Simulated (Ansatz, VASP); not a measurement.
# B27P26 (V_P) in two plane-wave programs, part 2 of 2

One calculation is typed for both programs; each brings its own data sets. How far apart do they land? The cell is taken from a series of runs on this material, whose earlier steps may have relaxed, scaled, displaced or heated it; both programs get it as it stands.

VASP 6.6.1 and Ansatz 0.2.0.

So far. Step 3 (VASP: single point, r2SCAN, pair 1): The run ends at a pressure of -13.65 GPa, with forces up to 0.022 eV/Å.

## (5) VASP: single point, r2SCAN, pair 2

Level of this step: r2SCAN; plane waves and PAW (B, P) (VASP).

A single point gives forces, pressure and levels at one fixed geometry, so differences don't come from the geometry; what else differs is listed under the comparison.

Contents of INCAR:

```
SYSTEM = B27P26
PREC = Accurate
ENCUT = 460
EDIFF = 1E-06
NELM = 120
ISMEAR = 0
SIGMA = 0.01
LREAL = Auto
ALGO = Normal
METAGGA = R2SCAN
LASPH = .TRUE.
NELECT = 210
NBANDS = 144
LORBIT = 11
LWAVE = .FALSE.
LCHARG = .FALSE.
ISIF = 2
ISYM = 0
GGA_COMPAT = .FALSE.
EFERMI = MIDGAP
LMIXTAU = .TRUE.
KPAR = 4
```

Contents of POSCAR:

```
B27P26
1.0
    0.0000000000      6.9066245691      6.9066245691
    6.9066245691      0.0000000000      6.9066245691
    6.9066245691      6.9066245691      0.0000000000
B P
27 26
Direct
    0.9993875576      0.0009735522      0.9999793726
    0.9992019730      0.0006258965      0.3328521999
    0.9993403949      0.0006746243      0.6675593292
    0.9992159580      0.3338381506      0.9996098356
    0.9996117884      0.3342339810      0.3332348341
    0.9992135303      0.3338357229      0.6676026213
    0.9993386361      0.6685419242      0.9996883408
    0.9992074405      0.6685826705      0.3328481242
    0.9686750786      0.6778920388      0.6768957511
    0.3334605199      0.0003032117      0.9993334578
    0.3339158105      0.0006836478      0.3329734536
    0.3335626565      0.0002115097      0.6671950766
    0.3339197317      0.3339608287      0.9996883408
    0.3339604780      0.3338296331      0.3328481242
    0.3432698462      0.3032972711      0.6768957511
    0.3335617368      0.6681839294      0.9992057919
    0.3432443226      0.6778665152      0.3023647833
    0.3423279940      0.6769501865      0.6759698208
    0.6663824755      0.0010046681      0.0000226685
    0.6663454911      0.0009676837      0.3330220572
    0.6656838148      0.0003060074      0.6671071448
    0.6663513597      0.3340097502      0.9999793726
    0.6660037039      0.3338241655      0.3328521999
    0.6660524318      0.3339625874      0.6675593292
    0.6656810191      0.6680827125      0.9993334578
    0.6660614552      0.6685380031      0.3329734536
    0.6655893171      0.6681848490      0.6671950766
    0.2494066937      0.2509118516      0.2499089750
    0.2484283933      0.2529325690      0.5820648045
    0.2485220873      0.2525546167      0.9170479252
    0.2484298344      0.5830520270      0.2519374235
    0.2485898018      0.5832119943      0.9164597673
    0.2485195771      0.9180368377      0.2515780550
    0.2485935350      0.9174406354      0.5822348716
    0.2490736828      0.9176716666      0.9166823108
    0.5830828540      0.2506254077      0.2496443332
    0.5834095426      0.2525614903      0.5821610208
    0.5830720280      0.2506987010      0.9167087954
    0.5834146451      0.5831417696      0.2515780550
    0.5828184428      0.5832157276      0.5822348716
    0.5830494741      0.5836958754      0.9166823108
    0.5830738635      0.9176960560      0.2497145419
    0.5830467563      0.9176689489      0.5827075671
    0.5830561279      0.9176783205      0.9166952405
    0.9162657166      0.2508879092      0.2498732081
    0.9162880291      0.2509102217      0.5830424437
    0.9160136653      0.2506358579      0.9167092486
    0.9162896590      0.5840288863      0.2499089750
    0.9183103764      0.5830505859      0.5820648045
    0.9179324242      0.5831442798      0.9170479252
    0.9160032152      0.9177050465      0.2496443332
    0.9179392978      0.9180317352      0.5821610208
    0.9160765085      0.9176942206      0.9167087954
```

Contents of KPOINTS:

```
Points of the shifted mesh
8
Reciprocal
 0.2500000000  0.2500000000  0.2500000000 1
 0.2500000000  0.2500000000  0.7500000000 1
 0.2500000000  0.7500000000  0.2500000000 1
 0.2500000000  0.7500000000  0.7500000000 1
 0.7500000000  0.2500000000  0.2500000000 1
 0.7500000000  0.2500000000  0.7500000000 1
 0.7500000000  0.7500000000  0.2500000000 1
 0.7500000000  0.7500000000  0.7500000000 1
```

The projector-augmented-wave data sets are B and P (PBE family, release 64).

Started as:

```sh
mpirun -np 8 vasp_std
```

Numbers of over 12 decimals in the logs are rounded to 6 here.

What it wrote:

```text
[banner, memory and clock lines left out]
running    8 mpi-ranks, on    1 nodes
[...]
[... a notice as in an earlier step ...]

 [... a notice as in an earlier step ...]

 LDA part: xc-table for (None), standard interpolation
 POSCAR, INCAR and KPOINTS ok, starting setup
[...]
entering main loop
       N       E                     dE             d eps       ncg     rms          rms(c)
DAV:   1     0.490391728211E+03    0.49039E+03   -0.87634E+04  2304   0.121E+03
DAV:   2    -0.442789868847E+03   -0.93318E+03   -0.87749E+03  2792   0.216E+02
DAV:   3    -0.504367311529E+03   -0.61577E+02   -0.60614E+02  2848   0.525E+01
DAV:   4    -0.505785496742E+03   -0.14182E+01   -0.14082E+01  2904   0.842E+00
DAV:   5    -0.505827827076E+03   -0.42330E-01   -0.42226E-01  2880   0.136E+00BRMIX: very serious problems
 the old and the new charge density differ
 old charge density:   211.00000 new  210.00000
BRMIX: very serious problems
 the old and the new charge density differ
 old charge density:   211.00000 new  210.00000
BRMIX: very serious problems
 the old and the new charge density differ
 old charge density:   211.00000 new  210.00000
BRMIX: very serious problems
 the old and the new charge density differ
 old charge density:   211.00000 new  210.00000
    0.383E+01
DAV:   6    -0.479995417374E+03    0.25832E+02   -0.21720E+01  2608   0.993E+00    0.233E+01
DAV:   7    -0.451776283574E+03    0.28219E+02   -0.56484E+00  2856   0.586E+00    0.450E+00
DAV:   8    -0.457090774683E+03   -0.53145E+01   -0.95424E+00  2464   0.757E+00    0.189E+00
DAV:   9    -0.459184807048E+03   -0.20940E+01   -0.11790E+00  2616   0.320E+00    0.967E-01
[...]
DAV:  17    -0.459313615097E+03    0.54784E-04   -0.52916E-05  2528   0.231E-02    0.320E-03
DAV:  18    -0.459313635321E+03   -0.20224E-04   -0.16197E-05  2528   0.164E-02    0.354E-03
DAV:  19    -0.459313636303E+03   -0.98255E-06   -0.32278E-06  1952   0.660E-03
   1 F= -.45931364E+03 E0= -.45931364E+03  d E =0.000000E+00
```

OUTCAR, selected parts (step 5):

```text
  Total      -39.7219856    -39.7167300    -39.7283956     -1.2768418     -1.2953036     -1.2746453
  in kB      -96.5859574    -96.5731780    -96.6015436     -3.1047035     -3.1495942     -3.0993626
  external PRESSURE =     -96.5868930 kB  Pullay stress =       0.0000000 kB

 POSITION                                       TOTAL-FORCE (eV/Angst)
 -----------------------------------------------------------------------------------
      6.91321     13.80888      6.90912         0.000504     -0.000436     -0.000989
      2.30321      9.20000      6.90544        -0.000416      0.000727      0.000981
      4.61524     11.51265      6.90673        -0.000367     -0.004237      0.000108
      9.20962     13.80514      9.20690         0.001941      0.002224      0.000632
      4.60996      9.20547      9.21237        -0.001463     -0.000695     -0.000999
      6.91656     11.51207      9.20687        -0.000440     -0.000453      0.003211
     11.52184     13.80653     11.51942        -0.000909     -0.000473     -0.003622
      6.91651      9.20001     11.51880         0.000185      0.003043      0.000801
      9.35701     11.36534     11.37222         0.009161     -0.007289     -0.008741
      6.90412      9.20511      2.30518        -0.000766      0.002450      0.003183
      2.30444      4.60595      2.31095        -0.000820     -0.001806      0.000377
      4.60953      6.91186      2.30525        -0.001245     -0.001033     -0.000609
      9.21101      9.21073      4.61280        -0.000989      0.000388     -0.002743
      4.60449      4.60540      4.61218         0.001824      0.000437      0.001346
[...]
-----------------------------------------------------------------------------------
    total drift:                                0.022394     -0.024250     -0.004750

  FREE ENERGIE OF THE ION-ELECTRON SYSTEM (eV)
  ---------------------------------------------------
  free  energy   TOTEN  =      -459.3136363031 eV

  energy  without entropy=     -459.3136363031  energy(sigma->0) =     -459.31363630

[... 2 parts as in an earlier step ...]
```

The run ends at a pressure of -9.66 GPa, with forces up to 0.019 eV/Å.

## (6) Ansatz: single point, r2SCAN, pair 2

The same cell, functional and mesh now go to Ansatz.

The cell is taken from a series of runs on this material, whose earlier steps may have relaxed, scaled, displaced or heated it; both programs get it as it stands.

Contents of input.yaml:

```yaml
crystal:
  checkpoint: "../qp1.relax.run"
  host: checkpoint
total_charge: 1
basis:
  ecutwfc: 500
  xc_grid: 2
hamiltonian:
  xc: r2scan
  pseudopotentials: { kind: paw, azcp: { folder: soft_1 } }
kpoints:
  mp_grid: { grid: [2, 2, 2], shift: [0.5, 0.5, 0.5] }
scf:
  occupations: { method: fixed }
  max_iter: 60
output:
  forces: true
  eigenvalues: true
  charged_corrections:
    epsilon: 9.31
    static_epsilon: 9.42
    defect_position: [0.25, 0.583333, 0.583333]
  eigenstates: { localisation: true }
  populations: true
  band_densities: [{ bands: [v1, v1] }, { bands: [c1, c1] }]
  write_density: true
  write_potential: true
  volumetric_format: npy
  elf: true
checkpoint:
  read: "../qp1.relax.run"
  write: "../qp1.point.run"
  compress: false
  write_wavefunctions: false
  write_every: 100000
```

Started as:

```sh
ansatz run input.yaml --threads 4 --pin off --max-ram 7536MiB --backend cpu --events-out ev --progress --plain --runs-dir out
```

What it wrote:

```text
[...]
Crystal: 53 atoms, lattice volume = 658.912 Å³
Basis set: ecut = 500 eV, 16625 PW (Γ), exchange–correlation on 144×144×144 points (8 copies of the dense FFT grid, shifted against one another)
Bands: 158, of which v1, the nominal top of the filled ones, is band 105 counted from 1 (104 counted from 0)
Symmetry: 1 space group operations
[...]
k-points: 4 of 8 (time reversal used)
[...]
6      B      3.5861
     7      P      4.3045
[...]
49      B      3.5867
    50      P      4.3044
    51      B      3.5555
    52      P      4.3191
  spilling = 0.008387 (of n_electrons = 210.000000)
--- Band densities, each state counted as filled ---
  window                                       electrons  max residual (eV)  cut levels
  bands: [v1, v1]                               2.000000             3.1e-9           1
  bands: [c1, c1]                               2.000000             3.4e-5           0
[key lines of the parts left out:]
SCF converged after 2 iterations
Free energy (F): -23994.067203 eV
Fermi energy:    8.058006 eV
```

## (7) Differences

Compared:

| quantity | Ansatz | VASP | difference |
| --- | --- | --- | --- |
| gap on the k mesh (eV) | 1.017 | 1.024 | -0.007 |

At this near-relaxed geometry the largest component of a force difference is 13 meV/Å. A gap on the mesh is an upper bound, since the band edges may lie between its points. The cell carries a charge of +1 e against a uniform background, so its pressure also hangs on how the neutralising background is counted, and in a defect's cell a gap may be the spacing between its levels.

## (8) Outcome

| Quantity | Value |
| --- | --- |
| difference in gap on the k mesh (single point, r2SCAN, pair 1) | 3.6e-4 eV |
| r.m.s. force difference (single point, r2SCAN, pair 1) | 6.5 meV/Å |
| difference in gap on the k mesh (single point, r2SCAN, pair 2) | -0.0070 eV |

**Reading.** The r.m.s. force difference is 6.5 meV/Å (single point, r2SCAN, pair 1), within the 12 meV/Å picked in this series as the mark of a large difference. Such differences can come from data sets, numerical settings and the points named under the comparisons, not from the functional's error against experiment.

[Lines on the potential files, build, host, timing and source positions are cut from VASP's logs without a mark.]

[Logs are printed without paths, hosts, clocks, repeated set-up lines and the standing remarks that a program may print on its own settings, such as how far it seeks lower states.]

[Hosts, paths, dates, database ids (printed as entryN), source tags and the programs' standing remarks are cut or masked in the printed files.]
